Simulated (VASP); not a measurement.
# BeS: single point with r2SCAN

The system is BeS.

```xyz
2
Lattice="0.0000 2.4205 2.4205 2.4205 0.0000 2.4205 2.4205 2.4205 0.0000" Properties=species:S:1:pos:R:3 pbc="T T T"
Be    0.0000    0.0000    0.0000
S     1.2103    1.2103    1.2103
```

The cell is a database's computed one.

```json
{
  "Program": "VASP 6.6.1",
  "Task": "single point",
  "Functional": "r2SCAN",
  "Potentials or basis": "VASP PAW PBE potentials, release 64 (Be, S)",
  "Cutoff": "520 eV",
  "k mesh": "8 × 8 × 8",
  "Occupations": "gaussian, width 0.02 eV",
  "Spin": "no spin polarisation"
}
```

```
Pressure               : 2.0 GPa
Band gap on the k mesh : 3.56 eV, indirect (least direct gap 6.25 eV)
```

Levels at points of the mesh, in eV from the valence-band top:
```csv
k point,band 1,band 2,band 3,band 4,band 5,band 6,band 7,band 8
"(0.00, 0.00, 0.00)",-14.34,0.00,0.00,0.00,6.25,6.25,6.25,6.74
"(0.50, 0.00, 0.00)",-12.64,-6.00,-1.07,-1.07,6.12,7.14,7.14,12.09
"(0.50, 0.50, 0.00)",-12.06,-5.22,-2.73,-2.73,3.56,5.38,13.91,13.91
```

Wall time 29 s on 1 thread of Intel(R) Xeon(R) Platinum 8559C (Emerald Rapids), with other jobs on the host, peak memory 0.15 GiB.

Caveat: the PAW data sets were made with another functional, which shifts forces and pressure a little. r2SCAN opens gaps a little over a GGA but as a rule still falls short of measured ones.
